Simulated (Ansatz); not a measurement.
The system is CsPbBr3.

```
Pb Cs Br
1.0
     5.87000    0.00000    0.00000
     0.00000    5.87000    0.00000
     0.00000    0.00000    5.87000
Pb Cs Br
1 1 3
Cartesian
  2.9350 2.9350 2.9350
  0.0000 0.0000 0.0000
  2.9350 2.9350 0.0000
  2.9350 0.0000 2.9350
  0.0000 2.9350 2.9350
```

Measurements of this composition are mostly on another form, of space group No. 62.

Base run:

```yaml
Program: Ansatz 0.2.0
Functional: PBE
Potentials_or_basis: Ansatz PAW
Cutoff: "420 eV (not typed: the program's choice for these potentials)"
k_mesh: 5 × 5 × 5
Occupations: fermi-dirac, width 0.05 eV
Spin: no spin polarisation
```

Its results: pressure 1.4 GPa.

Task: The run is repeated on the same cell with these changes: functional from PBE to PBEsol. What comes out?

Result: Pressure 0.0 GPa.

PBEsol binds more tightly than PBE, so the same cell stands under less pressure.

Caveats: the PAW data sets come from PBE, with cores solved anew for the run's functional, which leaves a small shift of forces and pressure (some runs).
